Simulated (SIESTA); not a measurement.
The system is Pd.

```xyz
1
Lattice="0.0000 1.9465 1.9465 1.9465 0.0000 1.9465 1.9465 1.9465 0.0000" Properties=species:S:1:pos:R:3 pbc="T T T"
Pd    0.0000    0.0000    0.0000
```

Base run:

| Quantity | Value |
| --- | --- |
| Program | SIESTA 5.4.2 |
| Functional | PBE |
| Potentials or basis | PseudoDojo 0.4 standard (PBE files) |
| Basis | DZP (energy shift 0.002 Ry) |
| Grid cutoff | 800 Ry |
| Energy shift | 0.002 Ry |
| k mesh | 12 × 12 × 12 |
| Occupations | fermi-dirac, width 0.05 eV |
| Spin | no spin polarisation |

Its results: band gap on the k mesh none (metal or under the smearing width); pressure 5.8 GPa.

The run is repeated on the same cell with these changes: basis from DZP (energy shift 0.002 Ry) to DZ (energy shift 0.01 Ry); energy shift from 0.002 Ry to 0.01 Ry. What comes out?

Band gap on the k mesh none (metal or under the smearing width); pressure -0.8 GPa.

Caveats: semicore shells carry a single zeta, which can move pressures by several GPa and volumes by a few percent; the basis of atomic orbitals isn't converged, which shifts pressures, moduli and gaps; the basis has no polarisation orbitals (some runs).
